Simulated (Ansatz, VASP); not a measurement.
Two plane-wave programs on InP

```
In P
1.0
     0.00000    2.96906    2.96906
     2.96906    0.00000    2.96906
     2.96906    2.96906    0.00000
In P
1 1
Direct
  0.00000 0.00000 0.00000
  0.75000 0.75000 0.75000
```

Change from the starting cell: volume scaled by 1.04.

Alike in both runs: task single point; functional PBE; k mesh 8 × 8 × 8; occupations fermi-dirac, width 0.05 eV; no spin polarisation.

|  | VASP | Ansatz |
| --- | --- | --- |
| version | VASP 6.6.1 | Ansatz 0.2.0 |
| potentials or method | VASP PAW PBE potentials, release 64 (In_d, P) | Ansatz PAW |
| plane-wave cutoff (eV) | 520 | 420 |
| valence electrons in the cell | 18 | 18 |

|  | VASP | Ansatz | Ansatz less VASP |
| --- | --- | --- | --- |
| gap on the k mesh at the Fermi level (eV) | 0.50 | 0.50 | +0.003 |
| least direct gap on the mesh (eV) | 0.50 | 0.50 | +0.003 |
| pressure (GPa) | 0.6 | 0.6 | +0.04 |

The functional is the same, so the differences come from potentials, cutoffs and numerics.

Caveats: spin-orbit coupling is left out, which moves the levels of the heavy elements.
